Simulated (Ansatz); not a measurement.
# NbAs (I4_1md) in Ansatz: notebook, part 2 of 2

Ansatz 0.2.0. The steps go on from the part before.

## 4. Projected density of states, PBEsol+U

The input, input.yaml:

```yaml
crystal:
  lattice:
    - [-1.72585, 1.72585, 5.84]
    - [1.72585, -1.72585, 5.84]
    - [1.72585, 1.72585, -5.84]
  atoms:
    - { symbol: Nb, position: [0.5, 0.0, 0.5] }
    - { symbol: Nb, position: [0.75, 0.75, 0.0] }
    - { symbol: As, position: [0.916, 0.416, 0.5] }
    - { symbol: As, position: [0.166, 0.166, 0.0] }
hamiltonian:
  xc: pbesol
  pseudopotentials: { kind: paw }
  hubbard: { sites: [{ species: Nb, l: d, u_eff: 8.0 }] }
kpoints:
  mp_grid: { grid: [11, 11, 11] }
scf:
  occupations: { method: fermi_dirac, width: 0.05 }
  n_extra_bands: 10
output:
  forces: true
  stress: true
  eigenvalues: true
  dos: { projected: true, de: 0.05, nscf_kmesh: { grid: [17, 17, 17] } }
```

Potentials or basis: Ansatz PAW.

Launch:

```bash
$ ansatz run input.yaml --threads 2 --pin off --max-ram 5632MiB --backend cpu --events-out ev --progress --plain --runs-dir out
```

Output:

```text
Warning: RAYON_NUM_THREADS=2 ignored (pool sized by the plan → 2); use --threads N
basis.fft_grid_basis auto: the FFT boxes are laid along the combinations [[1, 0, 1], [0, 1, 1], [0, 0, 1]] of the cell's own vectors, 3.452, 3.452 and 6.330 Å long. The dense box has 24×24×45 points. Along the cell's own vectors, as sized, it would have 45×45×45, 3.52 times as many. Of the 8 symmetry operations that the crystal satisfies within crystal.symmetry.tolerance (time reversal apart; of a slab, those that keep its plane) the dense box along the cell's own vectors carries 8, and the one as laid loses 6 of those. basis.fft_grid_basis: typed keeps the cell's own vectors: state it where this run's energies or levels are differenced outside the engine with another run's, or held beside a run that keeps those vectors.
Nb: projections on atomic orbitals take those of the free atom [Ar 3d10] 4s2 4p6 4d4 5s1, of charge +0.00 (hamiltonian.pseudopotentials.projection_atoms); the dataset's partial waves leave at most 4.9e-6 of an orbital's norm unspanned inside its sphere
As: projections on atomic orbitals take those of the free atom [Ar] 3d10 4s2 4p3, of charge +0.00 (hamiltonian.pseudopotentials.projection_atoms); the dataset's partial waves leave at most 1.7e-6 of an orbital's norm unspanned inside its sphere
scf.n_extra_bands = 10 over 28 filled bands (N_el = 56.0): the run solves 38 bands
Engine: ansatz 0.2.0, x86_64-unknown-linux-gnu
Pseudopotentials: kind: paw
Pseudopotential: Nb, paw, valence charge 13, recommended cutoff 420 eV (normal), Nb.paw.azcp
Pseudopotential: As, paw, valence charge 15, recommended cutoff 420 eV (normal), As.paw.azcp
Functional definition: PBEsol
  exchange = pbesol_x
  correlation = pbesol_c
Crystal: 4 atoms, lattice volume = 69.579 Å³
Basis set: ecut = 420 eV, 1371 PW (Γ), FFT grids on a1+a3, a2+a3, a3, exchange–correlation on 48×48×90 points (8 copies of the dense FFT grid, shifted against one another)
Bands: 38, of which v1, the nominal top of the filled ones, is band 28 counted from 1 (27 counted from 0)
Symmetry: 8 space group operations
Space group: I41md (ITA 109), of the structure as read, at distance tolerance 4.1e-5 Å
k-points: 126 of 1331 (time reversal used)
Non-local potential: Nb, projectors of the file, l = 0: 3, l = 1: 2, l = 2: 2, l = 3: 1
Non-local potential: As, projectors of the file, l = 0: 2, l = 1: 2, l = 2: 3, l = 3: 1
PAW form: soft (Blöchl's): semilocal exchange-correlation on the pseudo side does not see the compensation charge
PAW frozen core: Nb, regenerated for the run's functional, and the local potential with it (the file was generated under x = pbe(κ = 0.804, μ = 0.2195149727645171), c = pbe(β = 0.06672455060314922))
PAW frozen core: As, regenerated for the run's functional, and the local potential with it (the file was generated under x = pbe(κ = 0.804, μ = 0.2195149727645171), c = pbe(β = 0.06672455060314922))
PAW one-centre angular grid: Nb, 590 points (default); XC on 64 Gauss nodes
PAW one-centre angular grid: As, 590 points (default); XC on 64 Gauss nodes
Initial density: superposition of atomic densities (chi_scale 0.1, normalization cell, long waves of neutral atoms under a Hubbard term (reshape's long-wave potential 0.00 eV rms, cloud 2.83 Å wide))
Initial wavefunctions: pseudopotential atomic-orbital guess
Functional: x = pbesol(κ = 0.804, μ = 0.12345679012345678), c = pbesol(β = 0.046)
SCF iter   1: F=—  HF=-18601.275195 eV  |F-HF|=—  |Δ(HF+E_count)|=         —  Δρ=6.38e-2  dr2=3.54e0  ethr=3.10e-3  ⟨swp⟩=5.9  Hψ=18517  notcnv=0  defer=8
preconditioner: auto → Kerker (q_TF=auto, 2.631 Å⁻¹)  [metal: Δε(μ)=0.035 eV  Ē_g=8.858 eV  σ=0.050 eV  W_gap=0.17  n_scr=24 (ndim 8)  ℏωp=19.9 eV  f_vac=0.000  D(μ)=0.47/eV (n_scr^D=2)]
SCF iter   2: F=—  HF=-18600.505633 eV  |F-HF|=—  |Δ(HF+E_count)|=   7.70e-1  Δρ=3.53e-2  dr2=9.01e-1  ethr=3.10e-3  ⟨swp⟩=2.0  Hψ=7041  notcnv=0  defer=297
SCF iter   3: F=—  HF=-18600.373703 eV  |F-HF|=—  |Δ(HF+E_count)|=   1.32e-1  Δρ=8.81e-3  dr2=6.56e-2  ethr=1.61e-3  ⟨swp⟩=2.4  Hψ=7155  notcnv=0  defer=297
SCF iter   4: F=—  HF=-18600.397599 eV  |F-HF|=—  |Δ(HF+E_count)|=   2.39e-2  Δρ=4.77e-3  dr2=1.13e-2  ethr=1.17e-4  ⟨swp⟩=2.0  Hψ=9994  notcnv=0  defer=313
SCF iter   5: F=—  HF=-18600.428425 eV  |F-HF|=—  |Δ(HF+E_count)|=   3.08e-2  Δρ=5.20e-3  dr2=1.11e-2  ethr=2.02e-5  ⟨swp⟩=2.0  Hψ=8718  notcnv=0  defer=313
SCF iter   6: F=—  HF=-18600.488417 eV  |F-HF|=—  |Δ(HF+E_count)|=   6.00e-2  Δρ=6.44e-3  dr2=1.30e-2  ethr=1.99e-5  ⟨swp⟩=2.0  Hψ=8293  notcnv=0  defer=313
SCF iter   7: F=—  HF=-18600.541656 eV  |F-HF|=—  |Δ(HF+E_count)|=   5.32e-2  Δρ=7.28e-3  dr2=1.67e-2  ethr=1.99e-5  ⟨swp⟩=1.7  Hψ=5202  notcnv=0  defer=311
SCF iter   8: F=—  HF=-18600.600796 eV  |F-HF|=—  |Δ(HF+E_count)|=   5.91e-2  Δρ=7.71e-3  dr2=1.78e-2  ethr=1.99e-5  ⟨swp⟩=1.9  Hψ=5384  notcnv=0  defer=311
SCF iter   9: F=—  HF=-18600.542729 eV  |F-HF|=—  |Δ(HF+E_count)|=   5.81e-2  Δρ=7.09e-3  dr2=1.64e-2  ethr=1.99e-5  ⟨swp⟩=1.8  Hψ=5399  notcnv=0  defer=311
[...]
SCF 1 converged in 21 iterations: F = -18600.362709 eV  dr2 = 3.03e-8
[...]
SCF iter   9: F=—  HF=-18601.048130 eV  |F-HF|=—  |Δ(HF+E_count)|=   2.12e-5  Δρ=3.77e-5  dr2=7.75e-7  ethr=1.16e-8  ⟨swp⟩=2.0  Hψ=8242  notcnv=0  defer=7
SCF iter  10: F=—  HF=-18601.048131 eV  |F-HF|=—  |Δ(HF+E_count)|=   1.67e-6  Δρ=1.13e-5  dr2=1.30e-7  ethr=1.38e-9  ⟨swp⟩=2.0  Hψ=7744  notcnv=0  defer=7
SCF iter  11: F=-18601.048132 eV  HF=-18601.048132 eV  |F-HF|=6.84e-10  |Δ(HF+E_count)|=   3.47e-8  Δρ=3.04e-6  dr2=6.14e-9  ethr=1.79e-10  ⟨swp⟩=5.8  Hψ=14967  notcnv=0
SCF 2 converged in 11 iterations: F = -18601.048132 eV  dr2 = 6.14e-9
The result is that of the SCF that stage 1 started: 0.69 eV lower in free energy than the state whose close was followed first; 21 iterations were spent on what was left
NSCF: frozen V_eff on 405 k-points
SCF converged after 11 iterations
Free energy (F): -18601.048132 eV
Harris-Foulkes:  -18601.048132 eV  (|F-HF|=6.84e-10)
Internal energy: -18601.046469 eV  (E = F + TS)
E sigma→0 (E₀):  -18601.047300 eV
Entropy (-TS):   -0.001662 eV (-0.416 meV/atom)
Fermi energy:    16.903673 eV
--- Per-component energies (eV) ---
  E_band       = -477.454426
  E_kinetic    = 1004.649540
  E_local      = -4353.981181  (includes V_loc(G=0)·N_el)
  E_nonlocal   = -1092.418550
  E_hartree    = 2155.798604
  E_xc         = -510.194020
  E_vxc        = -588.613252  (∫ρ·V_xc dr)
  E_hubbard    = 15.408097  (on-site DFT+U / exact-exchange correction)
  E_vhub       = -2.736347  (the Hubbard potential's part of the band-sum identity)
  E_paw        = -9622.367343  (= ΣΔE_a)
  E_vpaw       = 244.047208  (= ΣTr[D̂ρ^β])
  E_aug_tail   = 0.000025  (compensation charges beyond the density's cutoff)
  E_ewald      = -6200.251917
  E_core_change = 2.310275  (= ΣΔE_core)
  E_smearing   = -0.001662  (= −TS)
  E_closure    = 0.000000  (closes the sum)
  Σ components = -18601.048132   (vs F -18601.048132, Δ=0.00e0)
--- Forces (eV/Å), atoms counted from 1 ---
  atom   1  Nb     0.00000000     0.00000000     0.30564121
  atom   2  Nb    -0.00000000     0.00000000     0.30564121
  atom   3  As     0.00000000    -0.00000000    -0.30564942
  atom   4  As    -0.00000000    -0.00000000    -0.30564942
  max |Σ_I F_I| component: 1.64e-5 eV/Å
--- Stress (GPa, compression-positive) ---
       12.149460      -0.000000      -0.000000
       -0.000000      12.149460      -0.000000
       -0.000000       0.000000      15.453571
  P = ⅓ Tr σ = 13.2508 GPa (132.508 kbar)
--- Band table (eV; the first three rows and the last of 126) ---
  k-point 0: bands = ["-38.9498", "-38.9486", "-18.7341", "-18.7341", "-18.7193", "-18.7145", "-18.7133", "-18.7130", "-18.7059", "-18.7059", "-18.7055", "-18.7030", "-15.2148", "-15.2148", "-15.1115", "-15.1115", "-14.8832", "-14.5623", "3.1482", "5.0667", "9.7098", "11.7733", "14.5310", "14.5310", "14.9976", "15.2246", "15.8526", "15.8526", "17.3817", "17.4451", "18.0008", "19.8454", "20.0354", "20.0354", "21.3545", "21.4733", "21.4733", "22.0341"]
  k-point 1: bands = ["-38.9462", "-38.9432", "-18.7351", "-18.7337", "-18.7184", "-18.7160", "-18.7154", "-18.7128", "-18.7060", "-18.7058", "-18.7034", "-18.7021", "-15.2300", "-15.2288", "-15.1254", "-15.1244", "-14.8687", "-14.5648", "3.3584", "5.2143", "9.8682", "11.8088", "14.2008", "14.2516", "14.7149", "14.7398", "15.6999", "15.8767", "17.0166", "17.8784", "18.0286", "19.3960", "20.0632", "20.3466", "21.3795", "21.3999", "22.3153", "23.3481"]
  k-point 2: bands = ["-38.9401", "-38.9283", "-18.7378", "-18.7318", "-18.7209", "-18.7192", "-18.7157", "-18.7126", "-18.7053", "-18.7051", "-18.7005", "-18.6998", "-15.2695", "-15.2661", "-15.1608", "-15.1575", "-14.8315", "-14.5720", "3.9315", "5.5441", "10.3496", "11.7201", "13.2161", "13.6656", "14.1203", "14.1344", "15.3151", "15.6748", "17.2516", "17.9325", "18.5537", "19.0602", "20.2609", "20.3314", "21.4108", "22.0702", "23.9684", "24.5523"]
  k-point 125: bands = ["-38.9399", "-38.9394", "-18.7368", "-18.7365", "-18.7153", "-18.7152", "-18.7152", "-18.7144", "-18.7050", "-18.7044", "-18.7030", "-18.7030", "-15.2450", "-15.2245", "-15.1157", "-15.0979", "-14.7282", "-14.7223", "4.0770", "4.0870", "11.0256", "11.0958", "13.7868", "14.4835", "14.4896", "14.8639", "15.4934", "16.0097", "17.5370", "18.1910", "18.6197", "18.7687", "19.7173", "20.0261", "21.2523", "21.9665", "22.8542", "23.4840"]
Occupation matrices written to <dir>
```

Run time: 2.5 min. Hardware: 2 threads of Intel Xeon Platinum 8259CL at 2.50GHz (Skylake/Cascade Lake), shared host; peak memory 1.2 GiB.

Results:

```
Free energy                          : -18601.0481 eV
Pressure                             : 13.3 GPa
Largest force                        : 0.306 eV/Å
Band gap on the k mesh               : none (metal or under the smearing width)
Density of states at the Fermi level : 0.01 states/eV per cell
```

Forces on the atoms (eV/Å):
```
Nb   0.000  0.000  0.306
Nb   0.000  0.000  0.306
As   0.000  0.000 -0.306
As   0.000  0.000 -0.306
```

Stress tensor (GPa, compression positive):
```
12.15  0.00  0.00
 0.00 12.15  0.00
 0.00  0.00 15.45
```

States per cell in windows of 1 eV (zero at the Fermi level; states under -8 eV left out):
```csv
from (eV),total,Nb 4d,As 4p,Nb 5s,As 4s,Nb 4p,Nb 4s
-8.0,0.01,0.00,0.01,0.00,0.00,0.00,0.00
-7.0,1.29,0.43,0.65,0.12,0.04,0.02,0.03
-6.0,2.89,1.30,1.34,0.14,0.04,0.04,0.02
-5.0,2.21,0.89,1.13,0.09,0.06,0.03,0.01
-4.0,2.39,1.04,1.19,0.07,0.04,0.02,0.01
-3.0,3.72,1.87,1.69,0.05,0.03,0.03,0.00
-2.0,2.92,1.89,0.87,0.05,0.04,0.02,0.00
-1.0,0.56,0.34,0.19,0.00,0.01,0.00,0.00
0.0,1.12,0.98,0.09,0.01,0.01,0.00,0.00
1.0,3.15,2.42,0.38,0.12,0.11,0.00,0.00
2.0,4.10,3.01,0.60,0.12,0.19,0.00,0.00
3.0,3.66,2.31,0.73,0.12,0.30,0.01,0.00
4.0,2.40,1.23,0.69,0.21,0.06,0.00,0.01
5.0,2.05,0.72,0.64,0.27,0.05,0.00,0.01
6.0,2.07,0.27,0.38,0.49,0.07,0.00,0.02
7.0,1.42,0.08,0.15,0.23,0.03,0.00,0.01
```

Eigenvalues of the final occupation matrices:
```tsv
site	spin	trace	eigenvalues
site 1	1	2.10	0.17 0.30 0.38 0.40 0.84
site 2	1	2.10	0.17 0.30 0.38 0.40 0.84
```

Caveat: the magnetic or orbital state may not be the lowest; U without spin polarisation on a metal has little footing; the PAW data sets come from PBE, with cores solved anew for the run's functional, which leaves a small shift of forces and pressure; the U is typed as a test and isn't derived for this compound.
